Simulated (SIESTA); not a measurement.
# C under changes of volume

One of the cells (31.524 Å³/atom); the others are scaled copies at fixed shape and fractional positions:

```
CELL_PARAMETERS angstrom
2.45623 0.00000 0.00000
-1.22811 2.12716 0.00000
0.00000 0.00000 24.13396
ATOMIC_POSITIONS crystal
C 0.66667 0.33333 0.57048
C 0.33333 0.66667 0.42952
C 0.00000 0.00000 0.42953
C 0.00000 0.00000 0.57047
```

```yaml
Program: SIESTA 5.4.2
Functional: LDA
Potentials_or_basis: PseudoDojo 0.4 standard (LDA files)
Basis: DZP (energy shift 0.003 Ry)
Grid_cutoff: 500 Ry
Energy_shift: 0.003 Ry
k_mesh: 12 × 12 × 2
Occupations: fermi-dirac, width 0.05 eV
Spin: no spin polarisation
```

```csv
volume (Å³/atom),energy over the lowest point (meV/atom),largest force (eV/Å)
29.632,?,?
30.263,32.50,0.061
30.893,14.77,0.060
31.524,4.16,0.058
32.154,0.00,0.057
32.785,1.75,0.055
33.415,8.86,0.053
```

**Question.** What does the run at 29.632 Å³/atom give?

**Answer.** Energy over the lowest point 58.00 meV/atom; largest force 0.062 eV/Å.

Worked out: A Birch-Murnaghan fit of order 3 (a polynomial in V^(-2/3)) to the other rows has its minimum at 32.27 Å³/atom with B0 = V·E''(V) = 75 GPa and B' = 3.8 at fixed shape and positions, which overstates the stiffness. It gives 58.07 meV/atom at 29.632 Å³/atom, against the run's 58.00.

Energies are extrapolated to zero smearing.

Caveats: the basis of atomic orbitals isn't converged, which shifts pressures, moduli and gaps.
